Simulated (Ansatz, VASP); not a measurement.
**Two plane-wave programs on SnO2**

```xyz
3
Lattice="1.6663 0.9620 4.7781 -1.5445 0.9478 4.7398 0.0486 -1.8114 4.7398" Properties=species:S:1:pos:R:3 pbc="T T T"
Sn    0.0852    0.0492    7.1289
O     0.0155    0.0089    3.3757
O     0.1550    0.0895   10.8821
```

Alike in both runs: functional PBEsol; k mesh 8 × 8 × 8; no spin polarisation.

Ansatz relaxed the structure, and its values are those at the end. VASP's run is a single point on that final structure, the one shown.

|  | VASP | Ansatz |
| --- | --- | --- |
| version | VASP 6.6.1 | Ansatz 0.2.0 |
| potentials or method | VASP PAW PBE potentials, release 64 (Sn_d, O) | plane waves, PAW |
| plane-wave cutoff (eV) | 520 | 558 |
| occupations | gaussian, width 0.01 eV | fixed |
| valence electrons in the cell | 26 | 26 |

```tsv
	VASP	Ansatz	Ansatz less VASP
gap on the k mesh at the Fermi level (eV)	2.04	2.06	+0.022
pressure (GPa)	0.1	-0.5	-0.62
rms of the force components (eV/Å)	0.024	0.008	-0.0162
```

Ansatz warned: «symmetry_narrowed_by_cell_relaxation».

Caveats: the PAW data sets were made with another functional, which shifts forces and pressure a little (VASP); spin-orbit coupling is left out, which moves the levels of the heavy elements. A k mesh can miss the band edges.
